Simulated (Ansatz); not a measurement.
**HgTe: which structure wins at one pressure**

Which of rocksalt, CsCl, zincblende, wurtzite, NiAs has the lowest enthalpy for HgTe at one common pressure? Methods of the runs shown: PAW.

Method: DFT, PBE, PAW with Ansatz's default frozen-core files, scalar-relativistic, in Ansatz 0.2.0.

**1. Starting point**

The structure is cubic, space group Fm-3m (No. 225). The conventional cell has a = 5.957 Å, b = 5.957 Å, c = 5.957 Å, α = 90.00°, β = 90.00°, γ = 90.00°. Around Hg (site symmetry m-3m) lie 6 Te at 2.98 Å. Te (site symmetry m-3m) has 6 Hg at 2.98 Å as nearest neighbours.

As a file:

```xyz
2
Lattice="0.0000 2.9784 2.9784 2.9784 0.0000 2.9784 2.9784 2.9784 0.0000" Properties=species:S:1:pos:R:3 pbc="T T T"
Hg    0.0000    0.0000    0.0000
Te    2.9784    2.9784    2.9784
```

Atoms are numbered in the order of the input: Hg1, Te2.

**2. Cell relaxed at zero pressure, PAW**

input.yaml reads:

```yaml
crystal:
  lattice:
    - [0.0, 2.978352805, 2.978352805]
    - [2.978352805, 0.0, 2.978352805]
    - [2.978352805, 2.978352805, 0.0]
  atoms:
    - { symbol: Hg, position: [0.0, 0.0, 0.0] }
    - { symbol: Te, position: [0.5, 0.5, 0.5] }
kpoints:
  mp_grid: { grid: [12, 12, 12] }
scf:
  occupations: { method: fermi_dirac, width: 0.08 }
hamiltonian:
  xc: pbe
  pseudopotentials: { kind: paw }
output:
  forces: true
  stress: true
relax:
  f_tol: 0.005
  max_steps: 40
  cell: {}
```

Command:

```bash
$ ansatz run input.yaml --threads 1 --pin off --max-ram 3584MiB --backend cpu --events-out ev --progress --plain --runs-dir out
```

The runs that follow: Volume scaled by 0.78, to set the pressure, PAW; Rocksalt relaxed under pressure, PAW; CsCl relaxed under pressure, PAW; Zincblende relaxed under pressure, PAW; Wurtzite relaxed under pressure, PAW; NiAs relaxed under pressure, PAW.

What does the calculation give? Wanted: pressure; lowest.

As calculated:

| quantity | value |
| --- | --- |
| pressure | 22 GPa |
| lowest (PAW) | rocksalt, 82.3 meV/atom under NiAs |

By PAW the order is rocksalt < NiAs < CsCl < zincblende < wurtzite. Only these structures were tried, with electrons smeared by 0.08 eV and without vibrations, so the true ground state may be another. The k meshes differ between phases and weren't tested, which can move differences by some meV. Spin-orbit coupling is left out, though the cell holds Hg; in elements this heavy it can shift bands and gaps by tenths of an eV.
